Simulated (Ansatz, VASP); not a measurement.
# AlN in VASP and in Ansatz

The input INCAR:

```
SYSTEM = AlN
  PREC = Accurate
  ENCUT = 520
  EDIFF = 1E-6
  ISMEAR = 0
  SIGMA = 0.05
  LREAL = .False.
  LASPH = .True.
  NELM = 60
  ALGO = Normal
  ISIF = 2
  LWAVE = .False.
  LCHARG = .True.
  GGA = PE
  LELF = .True.
  LVHAR = .True.
  NBANDS = 16
```

Contents of KPOINTS:

```
regular mesh
0
Gamma
  9 9 6
  0 0 0
```

The input POSCAR:

```
AlN
1.0
    3.4964919247      0.0000000000      0.0000000000
   -1.7482459623      3.0280508309      0.0000000000
    0.0000000000      0.0000000000      3.7575719424
Al N
2 2
Direct
    0.3333333333      0.6666666667      0.7500000000
    0.6666666667      0.3333333333      0.2500000000
    0.3333333333      0.6666666667      0.2500000000
    0.6666666667      0.3333333333      0.7500000000
```

Input for Ansatz:

```yaml
crystal:
  lattice:
    - [3.4964919247, 0.0, 0.0]
    - [-1.7482459623, 3.0280508309, 0.0]
    - [0.0, 0.0, 3.7575719424]
  atoms:
    - { symbol: Al, position: [0.3333333333, 0.6666666667, 0.75] }
    - { symbol: Al, position: [0.6666666667, 0.3333333333, 0.25] }
    - { symbol: "N", position: [0.3333333333, 0.6666666667, 0.25] }
    - { symbol: "N", position: [0.6666666667, 0.3333333333, 0.75] }
basis:
  ecutwfc: 420
kpoints:
  mp_grid: { grid: [9, 9, 6] }
hamiltonian:
  xc: pbe
scf:
  occupations: { method: gaussian, width: 0.05 }
output:
  forces: true
  stress: true
  eigenvalues: true
```

Alike in both runs: task single point; functional PBE; k mesh 9 × 9 × 6; occupations gaussian, width 0.05 eV; no spin polarisation.

|  | VASP | Ansatz |
| --- | --- | --- |
| version | VASP 6.6.1 | Ansatz 0.2.0 |
| potentials or method | VASP PAW PBE potentials, release 64 (Al, N) | scalar-relativistic, plane waves, PAW |
| plane-wave cutoff (eV) | 520 | 420 |
| valence electrons in the cell | 16 | 16 |

Ansatz gave:

* gap on the k mesh at the Fermi level (eV): 3.58
* least direct gap on the mesh (eV): 3.76
* pressure (GPa): 6.0
* largest component of the traceless stress (GPa): 25.93

Question: What did VASP give for the same quantities?

Answer: gap on the k mesh at the Fermi level (eV): 3.59; least direct gap on the mesh (eV): 3.77; pressure (GPa): 5.8; largest component of the traceless stress (GPa): 26.01.

Caveats: an odd mesh through Γ misses points on the zone boundary, where band edges often lie.
